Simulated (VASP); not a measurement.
Ba: single point with PBE

The system is Ba.

```
Ba
1.0
     4.39590    0.00000    0.00000
    -2.19795    3.80696    0.00000
     0.00000    0.00000   11.25351
Ba
3
Direct
  0.00000 0.50000 0.83333
  0.50000 0.00000 0.50000
  0.50000 0.50000 0.16667
```

The cell was built by a generator and needn't be a form met in nature.

The cell isn't the ideal one: random cell with space group P6_422 (No. 181).

```yaml
Program: VASP 6.6.1
Task: single point
Functional: PBE
Potentials_or_basis: VASP PAW PBE potentials, release 64 (Ba_sv)
Cutoff: 520 eV
k_mesh: 6 × 6 × 2
Occupations: gaussian, width 0.1 eV
Spin: no spin polarisation
```

* Pressure: 0.1 GPa
* Band gap on the k mesh: none (metal or under the smearing width)

Levels at points of the mesh, in eV from the Fermi level:
```
           k point  band 11  band 12  band 13  band 14  band 15  band 16  band 17  band 18  band 19  band 20
(0.00, 0.00, 0.00)   -13.90   -13.89    -2.80    -1.44    -1.44     0.73     0.73     1.22     1.81     1.88
(0.50, 0.00, 0.00)   -13.97   -13.95    -0.85    -0.71    -0.52    -0.06     0.17     0.82     0.84     1.15
(0.00, 0.00, 0.50)   -13.90   -13.88    -2.36    -2.36    -1.01     0.87     0.94     0.94     1.76     1.78
(0.50, 0.00, 0.50)   -13.99   -13.95    -0.95    -0.66    -0.37    -0.34     0.54     0.57     1.02     1.30
```

It took 52 s on 1 thread of AMD EPYC 9R45 96-Core Processor (Zen 5), with other jobs on the host, peak memory 0.28 GiB.

Spin-orbit coupling is left out, which matters for the levels of Ba.
